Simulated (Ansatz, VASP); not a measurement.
**Two plane-wave programs on Ga**

```
Ga
1.0
    -1.60517    1.60517    1.60517
     1.60517   -1.60517    1.60517
     1.60517    1.60517   -1.60517
Ga
1
Cartesian
  0.0000 0.0000 0.0000
```

Alike in both runs: task single point; functional PBEsol; k mesh 15 × 15 × 15; occupations fermi-dirac, width 0.1 eV; no spin polarisation.

```csv
,VASP,Ansatz
version,VASP 6.6.1,Ansatz 0.2.0
potentials or method,"VASP PAW PBE potentials, release 64 (Ga_d)","plane waves (420 eV) with PAW, scalar-relativistic"
plane-wave cutoff (eV),520,420
valence electrons in the cell,13,13
```

Ansatz gave:

| Quantity | Value |
| --- | --- |
| pressure (GPa) | 5.9 |

Problem. What did VASP give for the same quantities?

Solution. Pressure (GPa): 6.0.

With one functional, cell and mesh, what is left measures potentials, basis and numerics. Ansatz warned: «pseudo_functional_mismatch».

Caveats: the PAW data sets were made with another functional, which shifts forces and pressure a little (VASP).
